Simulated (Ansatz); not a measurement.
# AlRu: the cost of one run

Method: DFT PBEsol, scalar-relativistic, plane waves, PAW, in Ansatz 0.2.0.

## (1) The structure to begin with

It takes space group Pm-3m (No. 221, cubic). Conventional cell: a = 2.976 Å, b = 2.976 Å, c = 2.976 Å, α = 90.00°, β = 90.00°, γ = 90.00°. Around Al (site symmetry m-3m) lie 8 Ru at 2.58 Å. Around Ru (site symmetry m-3m) lie 8 Al at 2.58 Å.

Coordinates:

```
CELL_PARAMETERS angstrom
2.97641 0.00000 0.00000
0.00000 2.97641 0.00000
0.00000 0.00000 2.97641
ATOMIC_POSITIONS crystal
Al 0.00000 0.00000 0.00000
Ru 0.50000 0.50000 0.50000
```

This cell was relaxed beforehand with the same method: volume 13.18 Å³/atom, gap on the mesh none (metal).

## (2) Next: the [001] wire, 22 host atoms a period

The wire is cut from the relaxed crystal, periodic along c with vacuum across. Atoms and period relax; energies count from the bulk, -3171.1503 eV an atom.

The cell holds 11 Al, 11 Ru: a = 19.400 Å, b = 19.700 Å, c = 2.976 Å, α = 90.00°, β = 90.00°, γ = 90.00°.

## (3) The relaxation run

Pressure and volume refer to the whole cell with its vacuum; only the period along c may change.

Input file input.yaml:

```yaml
crystal:
  lattice:
    - [19.4, 0.0, 0.0]
    - [0.0, 19.7, 0.0]
    - [0.0, 0.0, 2.9764078219]
  atoms:
    - { symbol: Al, position: [0.2315096037, 0.5377716729, 0.0] }
    - { symbol: Al, position: [0.3849326873, 0.3866849814, 0.0] }
    - { symbol: Al, position: [0.3849326873, 0.5377716729, 0.0] }
    - { symbol: Al, position: [0.3849326873, 0.6888583643, 0.0] }
    - { symbol: Al, position: [0.5383557709, 0.2355982899, 0.0] }
    - { symbol: Al, position: [0.5383557709, 0.3866849814, 0.0] }
    - { symbol: Al, position: [0.5383557709, 0.5377716729, 0.0] }
    - { symbol: Al, position: [0.5383557709, 0.6888583643, 0.0] }
    - { symbol: Al, position: [0.6917788545, 0.3866849814, 0.0] }
    - { symbol: Al, position: [0.6917788545, 0.5377716729, 0.0] }
    - { symbol: Al, position: [0.6917788545, 0.6888583643, 0.0] }
    - { symbol: Ru, position: [0.3082211455, 0.3111416357, 0.5] }
    - { symbol: Ru, position: [0.3082211455, 0.4622283271, 0.5] }
    - { symbol: Ru, position: [0.3082211455, 0.6133150186, 0.5] }
    - { symbol: Ru, position: [0.4616442291, 0.3111416357, 0.5] }
    - { symbol: Ru, position: [0.4616442291, 0.4622283271, 0.5] }
    - { symbol: Ru, position: [0.4616442291, 0.6133150186, 0.5] }
    - { symbol: Ru, position: [0.4616442291, 0.7644017101, 0.5] }
    - { symbol: Ru, position: [0.6150673127, 0.3111416357, 0.5] }
    - { symbol: Ru, position: [0.6150673127, 0.4622283271, 0.5] }
    - { symbol: Ru, position: [0.6150673127, 0.6133150186, 0.5] }
    - { symbol: Ru, position: [0.7684903963, 0.4622283271, 0.5] }
basis:
  ecutwfc: 420
kpoints:
  mp_grid: { grid: [1, 1, 18] }
hamiltonian:
  xc: pbesol
scf:
  occupations: { method: gaussian, width: 0.05 }
output:
  forces: true
  stress: true
  eigenvalues: true
  populations: true
  write_density: true
  write_potential: true
  elf: true
  volumetric_format: npy
relax:
  adjacent_minimum: "off"
  f_tol: 0.02
  max_steps: 45
  cell: { fix: [a, b, alpha, beta, gamma], stress_tol: 0.03 }
```

Launch:

```console
ansatz run input.yaml --threads 4 --pin off --max-ram 11264MiB --backend cpu --events-out ev --progress --plain --runs-dir out
```

Q: Estimate wall time and peak memory on 4 threads of Arm Neoverse V1, shared host.

About 9.5 min, with a peak of 3.3 GiB.
